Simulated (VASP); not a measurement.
# K (Fm-3m) in VASP: a series of runs

The runs below take K through single point, with PBE.

All numbers are computed with VASP 6.6.1; they aren't measurements. Logs are shortened: lines on timing, memory, paths and dates and some standing lists are left out, and cuts for length are marked.

### Step 1. The crystal as given

Symmetry: Fm-3m, No. 225, cubic system. Conventional cell: a = 6.784 Å, b = 6.784 Å, c = 6.784 Å, α = 90.00°, β = 90.00°, γ = 90.00°.

This isn't the form of K at room conditions, which is bcc.

### Step 2. Single point, PBE

The input, INCAR:

```
SYSTEM = K
ADDGRID = .True. ; ALGO = Normal
EDIFF = 1E-6 ; ENCUT = 450
GGA = PE ; ISIF = 2
ISMEAR = 0 ; LASPH = .True.
LCHARG = .False. ; LREAL = .False.
LWAVE = .False. ; NELM = 100
PREC = Accurate ; SIGMA = 0.1
```

The input, KPOINTS:

```
k-points
0
Gamma
  11 11 11
  0 0 0
```

The input, POSCAR:

```
K
1.0
    0.0000000000      3.3918728180      3.3918728180
    3.3918728180      0.0000000000      3.3918728180
    3.3918728180      3.3918728180      0.0000000000
K
1
Direct
    0.0000000000      0.0000000000      0.0000000000
```

Potentials or basis: VASP PAW PBE potentials, release 64 (K_sv).

The run is started by

```sh
$ cat potpaw_PBE.64/K_sv/POTCAR > POTCAR
$ mpirun -np 1 vasp_std > vasp.out
```

OUTCAR:

```text
SYSTEM = K
   EDIFF = 1E-6
   ENCUT = 450
   GGA = PE
   ISIF = 2
   ISMEAR = 0
   LASPH = .True.
   LREAL = .False.
   NELM = 100
   PREC = Accurate

 Found     56 irreducible k-points:

 Following reciprocal coordinates:
            Coordinates               Weight
  0.000000  0.000000  0.000000      1.000000
  0.090909  0.000000  0.000000      8.000000
  0.181818  0.000000  0.000000      8.000000
  0.272727  0.000000  0.000000      8.000000
  0.363636  0.000000  0.000000      8.000000
  0.454545  0.000000  0.000000      8.000000
   k-points           NKPTS =     56   k-points in BZ     NKDIM =     56   number of bands    NBANDS=      8
   number of dos      NEDOS =    301   number of ions     NIONS =      1
   total plane-waves  NPLWV =  46656
   dimension x,y,z NGX =    36 NGY =   36 NGZ =   36
   dimension x,y,z NGXF=    72 NGYF=   72 NGZF=   72
   ions per type =               1
   NGX,Y,Z   is equivalent  to a cutoff of  12.48, 12.48, 12.48 a.u.
   NGXF,Y,Z  is equivalent  to a cutoff of  24.95, 24.95, 24.95 a.u.
 SYSTEM =  K
   PREC   = accura    normal or accurate (medium, high low for compatibility)
   ISTART =      0    job   : 0-new  1-cont  2-samecut
   ICHARG =      2    charge: 1-file 2-atom 10-const
   ISPIN  =      1    spin polarized calculation?
   LNONCOLLINEAR =      F non collinear calculations
   LSORBIT =      F    spin-orbit coupling
   LASPH  =      T    aspherical Exc in radial PAW
   ENCUT  =  450.0 eV  33.07 Ry    5.75 a.u.   8.30  8.30  8.30*2*pi/ulx,y,z
   NELM   =    100;   NELMIN=  2; NELMDL= -5     # of ELM steps
   EDIFF  = 0.1E-05   stopping-criterion for ELM
   LREAL  =      F    real-space projection
   EDIFFG = 0.1E-04   stopping-criterion for IOM
   NSW    =      0    number of steps for IOM
   IBRION =     -1    ionic relax: 0-MD 1-quasi-New 2-CG
   NFREE  =      0    steps in history (QN), initial steepest desc. (CG)
   ISIF   =      2    stress and relaxation
   ISYM   =      2    0-nonsym 1-usesym 2-fastsym
   POTIM  = 0.5000    time-step for ionic-motion
   TEBEG  =    0.0;   TEEND  =   0.0 temperature during run
   PSTRESS=    0.0 pullay stress
   NELECT =       9.0000    total number of electrons
   NUPDOWN=      -1.0000    fix difference up-down
   EMIN   =  10.00;   EMAX   =-10.00  energy-range for DOS
   EFERMI =   0.00;   METHOD = LEGACY
   ISMEAR =     0;   SIGMA  =   0.10  broadening in eV -4-tet -1-fermi 0-gaus
   EFERMI_NEDOS =   21; number of points for ismear=-14 and -15
   IALGO  =     38    algorithm
   IMIX   =      4    mixing-type and parameters
     AMIX     =   0.40;   BMIX     =  1.00
     AMIX_MAG =   1.60;   BMIX_MAG =  1.00
  volume/ion in A,a.u.               =      78.05       526.68
  Fermi-wavevector in a.u.,A,eV,Ry     =   0.796843  1.505815  8.639139  0.634959
  Thomas-Fermi vector in A             =   1.903445
   LORBIT       =      0    0 simple, 1 ext, 2 COOP (PROOUT), +10 PAW based schemes
   GGA     = PE    functional components
   LHFCALC =     F    Hartree Fock is set to
   AEXX    =    0.0000 exact exchange contribution
   IVDW    =     0    specifies the selected vdW correction
   LEPSILON=     F    determine dielectric tensor
   LRPA    =     F    only Hartree local field effects (RPA)
 non-spin polarized calculation
 Gauss-broadening in eV      SIGMA  =   0.10
  energy-cutoff  :      450.00
  volume of cell :       78.05
 maximum number of plane-waves:      1715
 NGX is ok and might be reduce to    36
   NGX = 17   NGY = 17   NGZ = 17

 number of electron       9.0000000 magnetization

 Free energy of the ion-electron system (eV)
  ---------------------------------------------------
  ext. energy  EPLUGINS =         0.00000000
  ---------------------------------------------------
  free energy    TOTEN  =        -1.04623208 eV

  energy without entropy =       -1.04168727  energy(sigma->0) =       -1.04395968

 E-fermi :  -0.2249     XC(G=0):  -5.5097

 val. band max:       -0.2788516023   @ k =  -0.2727   0.2727   0.0000
 cond. band min:      -0.2224465998   @ k =   0.4545   0.0000   0.0000
 fundamental gap:      0.0564050024
 Fermi energy:        -0.2249284950

 k-point     1 :       0.0000    0.0000    0.0000
  band No.  band energies     occupation
      1     -32.4111      2.00000
      2     -15.8646      2.00000
      3     -15.8646      2.00000
      4     -15.8646      2.00000
      5      -2.3199      2.00000
      6       3.9062      0.00000
      7       3.9063      0.00000
      8       3.9063      0.00000

 k-point     2 :       0.0909    0.0000    0.0000
  band No.  band energies     occupation
      1     -32.4109      2.00000
      2     -15.8689      2.00000
      3     -15.8652      2.00000
      4     -15.8652      2.00000
      5      -2.2273      2.00000
      6       3.6366      0.00000
      7       3.9411      0.00000
      8       3.9411      0.00000

 k-point     3 :       0.1818    0.0000    0.0000
  band No.  band energies     occupation
      1     -32.4103      2.00000
      2     -15.8803      2.00000
      3     -15.8668      2.00000
      4     -15.8668      2.00000
      5      -1.9539      2.00000
      6       3.0162      0.00000
      7       3.9901      0.00000
      8       3.9901      0.00000

 k-point     4 :       0.2727    0.0000    0.0000
  band No.  band energies     occupation
      1     -32.4095      2.00000
      2     -15.8953      2.00000
      3     -15.8689      2.00000
      4     -15.8689      2.00000
      5      -1.5122      2.00000
      6       2.2501      0.00000
      7       3.9294      0.00000
      8       3.9294      0.00000

 k-point     5 :       0.3636    0.0000    0.0000
  band No.  band energies     occupation
      1     -32.4088      2.00000
      2     -15.9089      2.00000
      3     -15.8708      2.00000
      4     -15.8708      2.00000
      5      -0.9236      2.00000
      6       1.4245      0.00000
      7       3.7981      0.00000
      8       3.7981      0.00000

 k-point     6 :       0.4545    0.0000    0.0000
  band No.  band energies     occupation
      1     -32.4084      2.00000
      2     -15.9169      2.00000
      3     -15.8720      2.00000
      4     -15.8720      2.00000
      5      -0.2224      0.97200
      6       0.5989      0.00000
      7       3.7098      0.00000
      8       3.7098      0.00000

 [... further k-points ...]
[... 5 lines left out ...]
  --------------------------------------------------------------------------------------
  -------------------------------------------------------------------------------------
  Total       -0.0856501     -0.0856501     -0.0856501      0.0000000     -0.0000000     -0.0000000
  in kB       -1.7582873     -1.7582873     -1.7582873      0.0000000     -0.0000000     -0.0000000
  external PRESSURE =      -1.7582873 kB  Pullay stress =       0.0000000 kB

 VOLUME and BASIS-vectors are now :
 -----------------------------------------------------------------------------
  energy-cutoff  :      450.00
  volume of cell :       78.05
      direct lattice vectors                 reciprocal lattice vectors
     0.000000000  3.391872818  3.391872818    -0.147411188  0.147411188  0.147411188
     3.391872818  0.000000000  3.391872818     0.147411188 -0.147411188  0.147411188
     3.391872818  3.391872818  0.000000000     0.147411188  0.147411188 -0.147411188

 POSITION                                       TOTAL-FORCE (eV/Angst)
 -----------------------------------------------------------------------------------
      0.00000      0.00000      0.00000         0.000000      0.000000     -0.000000
 -----------------------------------------------------------------------------------
    total drift:                               -0.000000      0.000000      0.000000

  FREE ENERGIE OF THE ION-ELECTRON SYSTEM (eV)
  ---------------------------------------------------
  free  energy   TOTEN  =        -1.0462320837 eV

  energy  without entropy=       -1.0416872733  energy(sigma->0) =       -1.04395968
```

stdout:

```text
POSCAR found type information on POSCAR K
 POSCAR found :  1 types and       1 ions
 scaLAPACK will be used
 LDA part: xc-table for (Slater+PW92), standard interpolation
 POSCAR, INCAR and KPOINTS ok, starting setup
 FFT: planning ... GRIDC
 FFT: planning ... GRID_SOFT
 FFT: planning ... GRID
 WAVECAR not read
 entering main loop
```

It took 26 s on 1 thread of Intel Xeon Platinum 8488C (Sapphire Rapids), shared host; peak memory 0.3 GiB.

These settings aren't checked as converged: the numbers below hold their error.

What came out:

```yaml
Free_energy: -1.0462 eV
Pressure: -0.2 GPa
Band_gap_on_the_k_mesh: none (metal or under the smearing width)
```

### Step 3. Single point, PBE

The input, INCAR:

```
SYSTEM = K
ADDGRID = .False. ; ALGO = Normal
EDIFF = 1E-6 ; ENCUT = 450
GGA = PE ; ISIF = 2
ISMEAR = 0 ; LASPH = .False.
LCHARG = .False. ; LREAL = .False.
LWAVE = .False. ; NELM = 100
PREC = Accurate ; SIGMA = 0.1
```

KPOINTS is that of step 2.

POSCAR is that of step 2.

Potentials or basis: VASP PAW PBE potentials, release 64 (K_sv).

The run is started by

```sh
$ cat potpaw_PBE.64/K_sv/POTCAR > POTCAR
$ mpirun -np 1 vasp_std > vasp.out
```

It took 18 s on 1 thread of Intel Xeon Platinum 8488C (Sapphire Rapids), shared host; peak memory 0.2 GiB.

These settings aren't checked as converged: the numbers below hold their error.

Results:

```
Free energy            : -1.0462 eV
Pressure               : -0.2 GPa
Band gap on the k mesh : none (metal or under the smearing width)
```
